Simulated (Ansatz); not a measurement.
## InSb (P4/mmm), two-dimensional strain map

The calculation used DFT PBE, scalar-relativistic, plane waves, PAW in Ansatz. Cutoff 420 eV, Γ-centred 16×16×8 k-points, Gaussian smearing of 0.15 eV. No spin polarisation. Energies are free energies at this smearing, counted from the undisturbed cell; pressure is positive in compression.

The undisturbed cell (as given, not relaxed at this level; it stands at 0.5 GPa; this form isn't the usual structure):

```yaml
crystal:
  lattice:
    - [3.07666, 0.00000, 0.00000]
    - [0.00000, 3.07666, 0.00000]
    - [0.00000, 0.00000, 6.21547]
  atoms:
    - { symbol: In, position: [0.00000, 0.00000, 0.00000] }
    - { symbol: Sb, position: [0.00000, 0.00000, 0.50000] }
```

The cell is strained by p along both x and y and by q along z, fractional coordinates fixed. Points are written (p, q).

Energy above the undisturbed cell in meV/atom (a dash: not computed):

```
 p \ q  -0.030  -0.015  0.000  0.015  0.030
-0.030    46.8    36.4   31.3   30.6   33.5
-0.015    23.0       –    9.2      –      –
 0.000    12.4       –    0.0      –    6.1
 0.030    21.5       –   13.0      –   21.4
```

Pressure in GPa:

| p \ q | -0.030 | -0.015 | 0.000 | 0.015 | 0.030 |
| --- | --- | --- | --- | --- | --- |
| -0.030 | 5.7 | 4.8 | 4.0 | 3.3 | 2.6 |
| -0.015 | 3.7 | – | 2.1 | – | – |
| 0.000 | 2.0 | – | 0.5 | – | -0.6 |
| 0.030 | -0.5 | – | -1.8 | – | -2.7 |

Cost: 13 runs of about 6.2 core-minutes in all, on AMD EPYC (Zen 3) (shared hosts).